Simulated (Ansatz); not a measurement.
BP at 25 GPa: from Born charge to LO–TO splitting and polaron coupling

Theory: DFT PBE, scalar-relativistic, plane waves, PAW (Ansatz 0.2.0). Cutoff 420 eV, 10×10×10 k-points (Γ-centred), fixed occupations. No spin polarisation. Phonons by linear response, acoustic sum rule imposed.

The cell, relaxed at 25 GPa:
```
B P
1.0
     0.00000    2.18320    2.18320
     2.18320    0.00000    2.18320
     2.18320    2.18320    0.00000
B P
1 1
Direct
  0.00000 0.00000 0.00000
  0.75000 0.75000 0.75000
```

Other phases may be more stable at this pressure.

Linear response gives ν_TO = 902.8 cm⁻¹, Born charges ±0.898 e (positive on P) and ε∞ = 9.143. The primitive cell holds 20.812 Å³, and the masses are 10.810 and 30.974 amu.

Task: Find ν_LO and the static dielectric constant.

Result: The long-wave field adds a restoring force: ω_LO² − ω_TO² = Z*²e²/(ε_vac ε∞ μV). In these units ν_LO² − ν_TO² = 4.92064×10⁷ Z*²/(μ V ε∞) cm⁻², with μ = m₁m₂/(m₁ + m₂) = 8.013 amu: 26006 cm⁻². So ν_LO = √(902.8² + 26006) = 917.1 cm⁻¹, and the run gives 917.1. Lyddane–Sachs–Teller then gives ε0 = ε∞ (ν_LO/ν_TO)² = 9.43, against 9.43 in the run (it forms both from the same three quantities, so the match checks the arithmetic only). Between ν_TO and ν_LO the dielectric function is negative and an undamped crystal reflects fully: a reststrahlen band from 10.9 to 11.1 μm.

Task: What do the Clausius–Mossotti polarisability and the Szigeti charge come to?

Result: With the Lorentz local field, α = (3V/4π)(ε∞ − 1)/(ε∞ + 2) = 3.63 Å³ for the pair, and e_S = 3Z*/(ε∞ + 2) = 0.24 e. The Born charge includes the electrons' response to the dipole's own local field, and e_S takes that enhancement out. The Lorentz field assumes point-like polarisable ions, a poor picture once ε∞ is this large, since the electron clouds then overlap or are shared, so both numbers are formal here.

Task: How strongly does a slow electron couple to the LO mode?

Result: For one isotropic parabolic band, Fröhlich's constant is α_F = (1/ε∞ − 1/ε0) √(m* Ry/ħω_LO), with Ry = 13.606 eV, ħω_LO = 113.7 meV and m* in free-electron masses: α_F = 0.0034 × 10.94 × √m* = 0.04 √m*. The band mass isn't part of this run; for m* = 0.1, 0.3 and 1 it gives 0.01, 0.02, 0.04. In weak coupling the polaron lies α_F ħω_LO below the band edge (2 meV at m* = 0.3) with a mass m*(1 + α_F/6); past α_F of about 5 or 6 that expansion fails. A semilocal functional's ε∞ tends to be too large, which taken alone lowers α_F.

Cost: 1 run of about 0.48 core-minutes, on Arm Neoverse V1 (shared hosts).

BP is only weakly polar in its lattice response: the ions raise the dielectric constant merely from 9.143 to 9.43, and the LO mode lies close above the TO mode. Stiff covalent bonds and the light boron atom keep both frequencies high, while the mobile bond electrons screen the long-range field. The small splitting therefore doesn't require a negligible Born charge. That charge measures how polarisation changes as the atoms move, not a static ionic charge.

Its positive sign on phosphorus runs against the usual electronegativity order, but is familiar for BP. Boron's 2p shell has no p core beneath it and is compact, which probably helps draw bond charge towards boron and favours this sign.

The same small ionic contribution makes Fröhlich coupling weak, even at the largest band mass considered, so a large polaron bound by the polar field alone would be only slightly heavier than the band electron. This doesn't establish weak electron–phonon scattering overall, since deformation-potential coupling can remain important in a covalent semiconductor.
